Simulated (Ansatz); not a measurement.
Crystal: Cr.

```
Cr
1.0
    -1.48445    1.48445    1.48445
     1.48445   -1.48445    1.48445
     1.48445    1.48445   -1.48445
Cr
1
Direct
  0.00000 0.00000 0.00000
```

Base run:

```yaml
Program: Ansatz 0.2.0
Functional: PBEsol
Potentials_or_basis: Ansatz PAW
Cutoff: "420 eV (not typed: the program's choice for these potentials)"
k_mesh: 10 × 10 × 10
Occupations: fermi-dirac, width 0.05 eV
Spin: collinear spin, ferromagnetic start
Starting_moments: "[3.8] μB"
Fixed_moment: 3.8 μB
```

Its results: pressure 40.3 GPa; site moments Cr +3.29 μB.

**Question.** The run is repeated on the same cell with these changes: fixed moment from 3.8 μB to 1.5 μB; moments at the start from [3.8] to [1.5]. What comes out?

**Answer.** Pressure -16.4 GPa; site moments Cr +1.34 μB.

Caveats: the total moment is fixed, so each spin has its own Fermi level; the PAW data sets come from PBE, with cores solved anew for the run's functional, which leaves a small shift of forces and pressure; the thresholds are loose for stress; a pressure of tens of GPa on the cell as given is suspect, and the run, the potentials or the cell itself is likely at fault (some runs).
